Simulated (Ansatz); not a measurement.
# ZnO with kpoints.mp_grid.grid, hamiltonian.xc, basis.ecutwfc changed

Computed with the plane-wave PAW code Ansatz (scalar-relativistic, PAW set soft_2): PBE, no spin polarisation, 420 eV cutoff, k-mesh 9×9×6. These are the settings of the reference run.

Cell:

```
Zn O
1.0
     3.27939    0.00000    0.00000
    -1.63969    2.84003    0.00000
     0.00000    0.00000    5.29318
Zn O
2 2
Direct
  0.66667 0.33333 0.50060
  0.33333 0.66667 0.00060
  0.66667 0.33333 0.87971
  0.33333 0.66667 0.37971
```

The reference run of this cell is solved again as a single point with these keys changed:

| key | reference run | changed run |
| --- | --- | --- |
| kpoints.mp_grid.grid | [9, 9, 6] | [7, 7, 5] |
| hamiltonian.xc | pbe | r2scan |
| basis.ecutwfc | 420 | not typed |

How does the changed run end?



```
            quantity  reference run  changed run
      pressure (GPa)            0.0         -5.8
largest force (eV/Å)           0.00         0.00
gap on the mesh (eV)           0.74         1.17
```

The Hamiltonian isn't the same, so energies aren't compared. It took 8 iterations. A gap taken on a mesh is an upper bound, since the band edges can lie between its points.

Caveats: a single point, atoms not relaxed again; semilocal functionals make gaps too small and can close them.
